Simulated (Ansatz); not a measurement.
Ca:

```
Ca
1.0
     3.98000    0.00000    0.00000
    -1.99000    3.44678    0.00000
     0.00000    0.00000    6.52000
Ca
2
Direct
  0.66667 0.33333 0.75000
  0.33333 0.66667 0.25000
```

This isn't the form of Ca at room conditions, which is fcc.

| Property | Result |
| --- | --- |
| Program | Ansatz 0.2.0 |
| Task | single point |
| Functional | PBE |
| Potentials or basis | Ansatz PAW |
| Cutoff | 420 eV (not typed: the program's choice for these potentials) |
| k mesh | 8 × 8 × 4 |
| Occupations | fermi-dirac, width 0.05 eV |
| Spin | no spin polarisation |

On this cell: pressure -0.8 GPa; largest force under 0.003 eV/Å; band gap on the k mesh none (metal or under the smearing width).

The same run follows on a disturbed copy (atoms moved at random, drawn with an rms of 0.05 Å):

```
CELL_PARAMETERS angstrom
3.98000 0.00000 0.00000
-1.99000 3.44678 0.00000
0.00000 0.00000 6.52000
ATOMIC_POSITIONS crystal
Ca 0.67210 0.33832 0.75526
Ca 0.33342 0.67190 0.24816
```

What changes?

The energy (extrapolated to zero smearing) moves by +0.8 meV/atom; pressure -0.8 GPa; largest force 0.063 eV/Å; band gap on the k mesh none (metal or under the smearing width).

Forces in eV/Å, atoms in the order of the input:
```
Ca  -0.008  0.000 -0.063
Ca   0.008  0.000  0.063
```

Stress tensor (GPa, compression positive):
```
-0.93  0.03  0.00
 0.03 -0.92  0.00
 0.00  0.00 -0.66
```

Caveats: the cell was measured hot, at 723 K.
